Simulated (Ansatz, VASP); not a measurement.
## SnTe: VASP beside Ansatz

The input INCAR:

```
PREC = Accurate
ENCUT = 520
EDIFF = 1E-7
ISMEAR = 0
SIGMA = 0.01
LREAL = False
LASPH = True
NELM = 60
ALGO = Normal
ISIF = 2
LWAVE = False
LCHARG = False
GGA = PS
NBANDS = 17
```

The input KPOINTS:

```
regular mesh
0
Gamma
  3 3 3
```

File POSCAR:

```
SnTe
1.0
   -0.0123400000      3.5909600000      3.5803100000
    3.6386700000     -0.0265400000      3.5945100000
    3.6394100000      3.6059000000     -0.0272800000
Sn Te
1 1
Direct
    0.9950829959      0.0002884696      0.0058990264
    0.7561500000      0.7474000000      0.7507500000
```

Input for Ansatz:

```yaml
crystal:
  lattice:
    - [-0.01234, 3.59096, 3.58031]
    - [3.63867, -0.02654, 3.59451]
    - [3.63941, 3.6059, -0.02728]
  atoms:
    - { symbol: Sn, position: [0.9950829959479088, 0.0002884696437458859, 0.005899026444228145] }
    - { symbol: Te, position: [0.75615, 0.7474, 0.75075] }
basis:
  ecutwfc: 540.0
  xc_grid: 2
kpoints:
  mp_grid:
    grid: [3, 3, 3]
hamiltonian:
  xc: pbesol
scf:
  convergence:
    dr2_threshold: 1.0e-09
  occupations:
    method: fixed
output:
  forces: true
  stress: true
```

The cell comes from a database or a generator and needn't be the stable form of this composition.

Alike in both runs: task single point; functional PBEsol; k mesh 3 × 3 × 3; no spin polarisation.

|  | VASP | Ansatz |
| --- | --- | --- |
| version | VASP 6.6.1 | Ansatz 0.2.0 |
| potentials or method | VASP PAW PBE potentials, release 64 (Sn_d, Te) | plane waves, PAW |
| plane-wave cutoff (eV) | 520 | 540 |
| occupations | gaussian, width 0.01 eV | fixed |
| valence electrons in the cell | 20 | 30 |

```tsv
	VASP	Ansatz	Ansatz less VASP
pressure (GPa)	-2.3	-2.3	0.00
largest component of the traceless stress (GPa)	0.12	0.12	-0.003
rms of the force components (eV/Å)	0.051	0.050	-0.0004
```

Atom by atom the forces differ by 0.000 eV/Å (rms over components). The two sets of potentials don't hold the same shells in valence. Ansatz warned: «stress_scf_threshold_loose».

Caveats: the k mesh is coarse (spacing up to 0.50 Å⁻¹), so the values aren't converged; the PAW data sets were made with another functional, which shifts forces and pressure a little (VASP). A k mesh can miss the band edges.
